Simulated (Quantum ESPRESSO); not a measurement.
# Fe (P6_3/mmc) in Quantum ESPRESSO: notebook

One crystal, Fe, is run at these levels: PBEsol; tasks: single point, equation of state.

Everything below comes from runs of Quantum ESPRESSO 7.5. Logs are shortened: lines on timing, memory, paths and dates and some standing lists are left out, and cuts for length are marked.

## (1) The structure

The structure is hexagonal, space group P6_3/mmc (No. 194). The conventional cell has a = 2.434 Å, b = 2.434 Å, c = 3.842 Å, α = 90.00°, β = 90.00°, γ = 120.00°. Fe (site symmetry -6m2) is surrounded by 12 Fe at 2.38 to 2.43 Å.

This isn't the form of Fe at room conditions, which is bcc.

## (2) Single point, PBEsol, collinear spin, ferromagnetic start, 9.27 Å³/atom

The input, pw.in:

```
&CONTROL
  calculation = 'scf'
  prefix = 'pwscf'
  outdir = './tmp'
  pseudo_dir = './pseudo'
  tprnfor = .true.
  tstress = .true.
  disk_io = 'nowf'
/
&SYSTEM
  ibrav = 0
  nat = 2
  ntyp = 1
  ecutwfc = 90
  nbnd = 27
  occupations = 'smearing'
  smearing = 'fd'
  degauss = 0.00367493
  nspin = 2
  starting_magnetization(1) = 0.1875
/
&ELECTRONS
  conv_thr = 4d-10
  electron_maxstep = 120
  mixing_beta = 0.3
/
ATOMIC_SPECIES
Fe    55.8450 Fe.upf
CELL_PARAMETERS angstrom
   2.3844669570    0.0000000000    0.0000000000
  -1.1922334785    2.0650089592    0.0000000000
   0.0000000000    0.0000000000    3.7635056374
ATOMIC_POSITIONS crystal
Fe     0.6666666667    0.3333333333    0.7500000000
Fe     0.3333333333    0.6666666667    0.2500000000
K_POINTS automatic
12 12 7 0 0 0
```

Potentials or basis: PseudoDojo 0.4.1 SR PBEsol standard.

The run is started by

```
$ OMP_NUM_THREADS=1 pw.x -in pw.in > pw.out
```

pw.out:

```text
This program is part of the open-source Quantum ESPRESSO suite
     for quantum simulation of materials; please cite
[... 9 lines left out ...]
     --------------------
     sticks:   dense  smooth     PW     G-vecs:    dense   smooth      PW
     Sum         499     499    151                14401    14401    2429

     Using Slab Decomposition

     bravais-lattice index     =            0
     lattice parameter (alat)  =       4.5060  a.u.
     unit-cell volume          =     125.0554 (a.u.)^3
     number of atoms/cell      =            2
     number of atomic types    =            1
     number of electrons       =        32.00
     number of Kohn-Sham states=           27
     kinetic-energy cutoff     =      90.0000  Ry
     charge density cutoff     =     360.0000  Ry
     scf convergence threshold =      4.0E-10
     mixing beta               =       0.3000
     number of iterations used =            8  plain     mixing
     Exchange-correlation= PBESOL
                           (   1   4  10   8   0   0   0)

     celldm(1)=   4.505990  celldm(2)=   0.000000  celldm(3)=   0.000000
     celldm(4)=   0.000000  celldm(5)=   0.000000  celldm(6)=   0.000000

     crystal axes: (cart. coord. in units of alat)
               a(1) = (   1.000000   0.000000   0.000000 )
               a(2) = (  -0.500000   0.866025   0.000000 )
               a(3) = (   0.000000   0.000000   1.578343 )

     reciprocal axes: (cart. coord. in units 2 pi/alat)
               b(1) = (  1.000000  0.577350 -0.000000 )
               b(2) = (  0.000000  1.154701  0.000000 )
               b(3) = (  0.000000 -0.000000  0.633576 )

     PseudoPot. # 1 for Fe read from file:
     Fe.upf
     Pseudo is Norm-conserving + core correction, Zval = 16.0
     Generated using ONCVPSP code by D. R. Hamann
     Using radial grid of 1426 points,  6 beta functions with:
                l(1) =   0
                l(2) =   0
                l(3) =   1
                l(4) =   1
                l(5) =   2
                l(6) =   2

     atomic species   valence    mass     pseudopotential
     Fe               16.00    55.84500     Fe( 1.00)

     Starting magnetic structure
     atomic species   magnetization
     Fe              0.188

     24 Sym. Ops., with inversion, found (12 have fractional translation)

   Cartesian axes

     site n.     atom                  positions (alat units)
         1        Fe     tau(   1) = (   0.5000000   0.2886751   1.1837569  )
         2        Fe     tau(   2) = (  -0.0000000   0.5773503   0.3945856  )

     number of k points=    76  Fermi-Dirac smearing, width (Ry)=  0.0037
                       cart. coord. in units 2pi/alat
        k(    1) = (   0.0000000   0.0000000   0.0000000), wk =   0.0009921
        k(    2) = (   0.0000000   0.0000000   0.0905109), wk =   0.0019841
        k(    3) = (   0.0000000   0.0000000   0.1810217), wk =   0.0019841
        k(    4) = (   0.0000000   0.0000000   0.2715326), wk =   0.0019841
        k(    5) = (   0.0000000   0.0962250   0.0000000), wk =   0.0059524
        k(    6) = (   0.0000000   0.0962250   0.0905109), wk =   0.0119048
[... 68 lines left out ...]
        k(   75) = (   0.3333333   0.5773503   0.1810217), wk =   0.0039683
        k(   76) = (   0.3333333   0.5773503   0.2715326), wk =   0.0039683

     Dense  grid:    14401 G-vectors     FFT dimensions: (  27,  27,  48)

     Generating pointlists ...
     new r_m :   0.4033 (alat units)  1.8175 (a.u.) for type    1

     Initial potential from superposition of free atoms

     starting charge      31.9993, renormalised to      32.0000
     Starting wfcs are   20 randomized atomic wfcs +    7 random wfcs

     Self-consistent Calculation

     iteration #  1     ecut=    90.00 Ry     beta= 0.30
     Davidson diagonalization with overlap
     ethr =  1.00E-02,  avg # of iterations =  3.9

     Threshold (ethr) on eigenvalues was too large:
     Diagonalizing with lowered threshold

     Davidson diagonalization with overlap
     ethr =  4.55E-04,  avg # of iterations =  1.1

     total energy              =    -500.76836101 Ry
     estimated scf accuracy    <       0.14718864 Ry

     total magnetization       =     3.67 Bohr mag/cell
     absolute magnetization    =     3.69 Bohr mag/cell

     iteration #  2     ecut=    90.00 Ry     beta= 0.30
     Davidson diagonalization with overlap
     ethr =  4.60E-04,  avg # of iterations =  1.1

     total energy              =    -500.79486336 Ry
     estimated scf accuracy    <       0.05147825 Ry

     total magnetization       =     3.49 Bohr mag/cell
     absolute magnetization    =     3.53 Bohr mag/cell

     iteration #  3     ecut=    90.00 Ry     beta= 0.30
     Davidson diagonalization with overlap
     ethr =  1.61E-04,  avg # of iterations =  1.2

     total energy              =    -500.81560870 Ry
     estimated scf accuracy    <       0.03097960 Ry

     total magnetization       =     2.93 Bohr mag/cell
     absolute magnetization    =     3.00 Bohr mag/cell

     iteration #  4     ecut=    90.00 Ry     beta= 0.30
     Davidson diagonalization with overlap
     ethr =  9.68E-05,  avg # of iterations =  1.1

     total energy              =    -500.83526968 Ry
     estimated scf accuracy    <       0.01385121 Ry

     total magnetization       =     1.81 Bohr mag/cell
     absolute magnetization    =     1.98 Bohr mag/cell

     iteration #  5     ecut=    90.00 Ry     beta= 0.30
     Davidson diagonalization with overlap
     ethr =  4.33E-05,  avg # of iterations =  1.4

     total energy              =    -500.85693463 Ry
     estimated scf accuracy    <       0.00390498 Ry
[... 68 lines left out ...]
     total energy              =    -500.86260766 Ry
     estimated scf accuracy    <       0.00000004 Ry

     total magnetization       =    -0.00 Bohr mag/cell
     absolute magnetization    =     0.00 Bohr mag/cell

     iteration # 13     ecut=    90.00 Ry     beta= 0.30
     Davidson diagonalization with overlap
     ethr =  1.13E-10,  avg # of iterations =  2.0

     total energy              =    -500.86260771 Ry
     estimated scf accuracy    <       0.00000002 Ry

     total magnetization       =     0.00 Bohr mag/cell
     absolute magnetization    =     0.00 Bohr mag/cell

     iteration # 14     ecut=    90.00 Ry     beta= 0.30
     Davidson diagonalization with overlap
     ethr =  5.66E-11,  avg # of iterations =  1.5

     total energy              =    -500.86260772 Ry
     estimated scf accuracy    <          1.9E-09 Ry

     total magnetization       =    -0.00 Bohr mag/cell
     absolute magnetization    =     0.00 Bohr mag/cell

     iteration # 15     ecut=    90.00 Ry     beta= 0.30
     Davidson diagonalization with overlap
     ethr =  5.90E-12,  avg # of iterations =  1.5

     Magnetic moment per site  (integrated on atomic sphere of radius R)
     atom   1 (R=0.403)  charge= 14.3252  magn= -0.0000
     atom   2 (R=0.403)  charge= 14.3252  magn= -0.0000

     End of self-consistent calculation

     Number of k-points >= 100: set verbosity='high' to print the bands.

     the Fermi energy is    23.5176 ev

!    total energy              =    -500.86260772 Ry
     estimated scf accuracy    <          9.7E-11 Ry
     smearing contrib. (-TS)   =      -0.00131023 Ry
     internal energy E=F+TS    =    -500.86129750 Ry

     The total energy is F=E-TS. E is the sum of the following terms:
     one-electron contribution =    -166.13227994 Ry
     hartree contribution      =     108.28046612 Ry
     xc contribution           =     -70.50880734 Ry
     ewald contribution        =    -372.50067633 Ry

     total magnetization       =    -0.00 Bohr mag/cell
     absolute magnetization    =     0.00 Bohr mag/cell

     convergence has been achieved in  15 iterations

     Forces acting on atoms (cartesian axes, Ry/au):

     atom    1 type  1   force =     0.00000000    0.00000000    0.00000000
     atom    2 type  1   force =     0.00000000    0.00000000    0.00000000

     Total force =     0.000000     Total SCF correction =     0.000000

     Computing stress (Cartesian axis) and pressure

          total   stress  (Ry/bohr**3)                   (kbar)     P=      204.90
   0.00132804   0.00000000   0.00000000          195.36        0.00        0.00
   0.00000000   0.00132804   0.00000000            0.00      195.36        0.00
   0.00000000   0.00000000   0.00152250            0.00        0.00      223.97

=------------------------------------------------------------------------------=
   JOB DONE.
=------------------------------------------------------------------------------=
```

It took 2.7 min on 1 thread of Arm Neoverse V1, shared host; peak memory 0.16 GiB.

What came out:

| Property | Result |
| --- | --- |
| Free energy | -6814.5829 eV |
| Pressure | 20.5 GPa |
| Band gap on the k mesh | none (metal or under the smearing width) |
| Net moment | 0.00 μB per cell |
| Absolute moment | 0.00 μB per cell |
| Valence electrons inside the program's atomic spheres | Fe 14.33 |

Caveat: the starting moments collapsed, and a magnetic state may lie lower.

## (3) Single point, PBEsol, collinear spin, ferromagnetic start, 9.46 Å³/atom

Changes to pw.in since step 2:

```diff
@@ -29,5 +29,5 @@
 CELL_PARAMETERS angstrom
-   2.3844669570    0.0000000000    0.0000000000
-  -1.1922334785    2.0650089592    0.0000000000
-   0.0000000000    0.0000000000    3.7635056374
+   2.4012595311    0.0000000000    0.0000000000
+  -1.2006297656    2.0795517550    0.0000000000
+   0.0000000000    0.0000000000    3.7900100715
 ATOMIC_POSITIONS crystal
```

Potentials or basis: PseudoDojo 0.4.1 SR PBEsol standard.

The run is started by

```
$ OMP_NUM_THREADS=1 pw.x -in pw.in > pw.out
```

Wall time 2.6 min (1 thread of Arm Neoverse V1, shared host); peak memory 0.16 GiB.

It converged, with:

* Free energy: -6814.6232 eV
* Pressure: 12.1 GPa
* Band gap on the k mesh: none (metal or under the smearing width)
* Net moment: 0.00 μB per cell
* Absolute moment: 0.00 μB per cell
* Valence electrons inside the program's atomic spheres: Fe 14.34

Caveat: the starting moments collapsed, and a magnetic state may lie lower.

## (4) Single point, PBEsol, collinear spin, ferromagnetic start, 9.66 Å³/atom

Changes to pw.in since step 3:

```diff
@@ -29,5 +29,5 @@
 CELL_PARAMETERS angstrom
-   2.4012595311    0.0000000000    0.0000000000
-  -1.2006297656    2.0795517550    0.0000000000
-   0.0000000000    0.0000000000    3.7900100715
+   2.4178204650    0.0000000000    0.0000000000
+  -1.2089102325    2.0938939445    0.0000000000
+   0.0000000000    0.0000000000    3.8161488980
 ATOMIC_POSITIONS crystal
```

The run is started by

```
$ OMP_NUM_THREADS=1 pw.x -in pw.in > pw.out
```

It took 3 min on 1 thread of Arm Neoverse V1, shared host; peak memory 0.16 GiB.

Results (log left out):

- Free energy: -6814.6440 eV
- Pressure: 4.6 GPa
- Band gap on the k mesh: none (metal or under the smearing width)
- Net moment: 0.00 μB per cell
- Absolute moment: 0.00 μB per cell
- Valence electrons inside the program's atomic spheres: Fe 14.36

Caveat: the starting moments collapsed, and a magnetic state may lie lower.

## (5) Single point, PBEsol, collinear spin, ferromagnetic start, 9.86 Å³/atom

Changes to pw.in since step 4:

```diff
@@ -29,5 +29,5 @@
 CELL_PARAMETERS angstrom
-   2.4178204650    0.0000000000    0.0000000000
-  -1.2089102325    2.0938939445    0.0000000000
-   0.0000000000    0.0000000000    3.8161488980
+   2.4341575853    0.0000000000    0.0000000000
+  -1.2170787927    2.1080423057    0.0000000000
+   0.0000000000    0.0000000000    3.8419344700
 ATOMIC_POSITIONS crystal
```

The run is started by

```
$ OMP_NUM_THREADS=1 pw.x -in pw.in > pw.out
```

It took 5 min on 1 thread of Arm Neoverse V1, shared host; peak memory 0.16 GiB.

Results (log left out):

```yaml
Free_energy: -6814.6474 eV
Pressure: -2.1 GPa
Band_gap_on_the_k_mesh: none (metal or under the smearing width)
Net_moment: 0.00 μB per cell
Absolute_moment: 0.00 μB per cell
Valence_electrons_inside_the_program's_atomic_spheres: Fe 14.37
```

Caveat: the starting moments collapsed, and a magnetic state may lie lower.

## (6) Single point, PBEsol, collinear spin, ferromagnetic start, 10.05 Å³/atom

Changes to pw.in since step 5:

```diff
@@ -29,5 +29,5 @@
 CELL_PARAMETERS angstrom
-   2.4341575853    0.0000000000    0.0000000000
-  -1.2170787927    2.1080423057    0.0000000000
-   0.0000000000    0.0000000000    3.8419344700
+   2.4502783040    0.0000000000    0.0000000000
+  -1.2251391521    2.1220032576    0.0000000000
+   0.0000000000    0.0000000000    3.8673784861
 ATOMIC_POSITIONS crystal
```

Potentials or basis: PseudoDojo 0.4.1 SR PBEsol standard.

The run is started by

```
$ OMP_NUM_THREADS=1 pw.x -in pw.in > pw.out
```

It took 3.7 min on 1 thread of Arm Neoverse V1, shared host; peak memory 0.17 GiB.

Results (log left out):

- Free energy: -6814.6351 eV
- Pressure: -8.1 GPa
- Band gap on the k mesh: none (metal or under the smearing width)
- Net moment: 0.00 μB per cell
- Absolute moment: 0.00 μB per cell
- Valence electrons inside the program's atomic spheres: Fe 14.39

Caveat: the starting moments collapsed, and a magnetic state may lie lower.

## (7) Single point, PBEsol, collinear spin, ferromagnetic start, 10.25 Å³/atom

Changes to pw.in since step 6:

```diff
@@ -29,5 +29,5 @@
 CELL_PARAMETERS angstrom
-   2.4502783040    0.0000000000    0.0000000000
-  -1.2251391521    2.1220032576    0.0000000000
-   0.0000000000    0.0000000000    3.8673784861
+   2.4661896479    0.0000000000    0.0000000000
+  -1.2330948240    2.1357828857    0.0000000000
+   0.0000000000    0.0000000000    3.8924920371
 ATOMIC_POSITIONS crystal
```

The run is started by

```
$ OMP_NUM_THREADS=1 pw.x -in pw.in > pw.out
```

Wall time 5.4 min (1 thread of Arm Neoverse V1, shared host); peak memory 0.17 GiB.

It converged, with:

* Free energy: -6814.6090 eV
* Pressure: -13.4 GPa
* Band gap on the k mesh: none (metal or under the smearing width)
* Net moment: 0.00 μB per cell
* Absolute moment: 0.00 μB per cell
* Valence electrons inside the program's atomic spheres: Fe 14.41

Caveat: the starting moments collapsed, and a magnetic state may lie lower.

## (8) Equation of state, PBEsol, collinear spin, ferromagnetic start

This step only gathers the single runs of the series.

Results:

| Property | Result |
| --- | --- |
| Equilibrium volume | 9.80 Å³/atom |
| Bulk modulus at fixed shape and positions | 325 GPa |
| Pressure derivative of the bulk modulus | 4.6 |

Energy against volume, from the lowest point:
| volume (Å³/atom) | energy (meV/atom) |
| --- | --- |
| 9.266 | 32.22 |
| 9.463 | 12.07 |
| 9.660 | 1.68 |
| 9.857 | 0.00 |
| 10.054 | 6.13 |
| 10.251 | 19.21 |

Caveat: the cell was scaled at fixed shape and fractional positions, which overstates the stiffness of a crystal with free parameters, most of all of layers and chains.
